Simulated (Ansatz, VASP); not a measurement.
Two plane-wave programs on CdTe

File POSCAR:

```
CdTe
1.0
    0.0000000000      3.3471941971      3.3471941971
    3.3471941971      0.0000000000      3.3471941971
    3.3471941971      3.3471941971      0.0000000000
Cd Te
1 1
Direct
    0.0000000000      0.0000000000      0.0000000000
    0.2500000000      0.2500000000      0.2500000000
```

File INCAR.step1:

```
PREC = Accurate
ENCUT = 520
ISMEAR = 0
SIGMA = 0.01
LREAL = F
LASPH = T
NELM = 60
NBANDS = 16
GGA = PE
ALGO = Normal
EDIFF = 1E-4
LWAVE = T
LCHARG = F
```

The input INCAR.step2:

```
PREC = Accurate
ENCUT = 520
EDIFF = 1E-6
ISMEAR = 0
SIGMA = 0.01
LREAL = F
LASPH = T
NELM = 60
ALGO = Normal
ISIF = 2
LWAVE = F
LCHARG = F
METAGGA = R2SCAN
LMIXTAU = T
NBANDS = 16
ISTART = 1
```

File KPOINTS:

```
regular mesh
0
Gamma
  6 6 6
```

Input for Ansatz:

```yaml
crystal:
  lattice:
    - [0.0, 3.3471941971, 3.3471941971]
    - [3.3471941971, 0.0, 3.3471941971]
    - [3.3471941971, 3.3471941971, 0.0]
  atoms:
    - { symbol: Cd, position: [0.0, 0.0, 0.0] }
    - { symbol: Te, position: [0.25, 0.25, 0.25] }
kpoints:
  mp_grid: { grid: [6, 6, 6] }
  band_path:
    path:
      - [0.0, 0.0, 0.0]
      - [-0.5, -0.5, 0.0]
      - [-0.375, -0.375, 0.25]
      - [-0.375, 0.0, 0.375]
      - [0.0, 0.0, 0.5]
      - [-0.5, -0.25, 0.25]
    npoints: 1
hamiltonian:
  xc: r2scan
scf:
  occupations: { method: fixed }
  n_extra_bands: 4
output:
  forces: true
  stress: true
  eigenvalues: true
```

Change from the starting cell: hydrostatic strain +2.0%.

Alike in both runs: task single point; functional r2SCAN; k mesh 6 × 6 × 6; no spin polarisation.

|  | VASP | Ansatz |
| --- | --- | --- |
| version | VASP 6.6.1 | Ansatz 0.2.0 |
| potentials or method | VASP PAW PBE potentials, release 64 (Cd, Te) | plane waves, PAW |
| plane-wave cutoff (eV) | 520 | 500 |
| occupations | gaussian, width 0.01 eV | fixed |
| valence electrons in the cell | 18 | 36 |

Ansatz gave:

| Property | Result |
| --- | --- |
| gap on the k mesh at the Fermi level (eV) | 0.97 |
| pressure (GPa) | -2.2 |

Q: Which values does VASP return?

A: gap on the k mesh at the Fermi level (eV): 0.96; pressure (GPa): -2.1.

The two sets of potentials don't hold the same shells in valence.

Caveats: the PAW data sets were made with another functional, which shifts forces and pressure a little (VASP); spin-orbit coupling is left out, which moves the levels of the heavy elements.
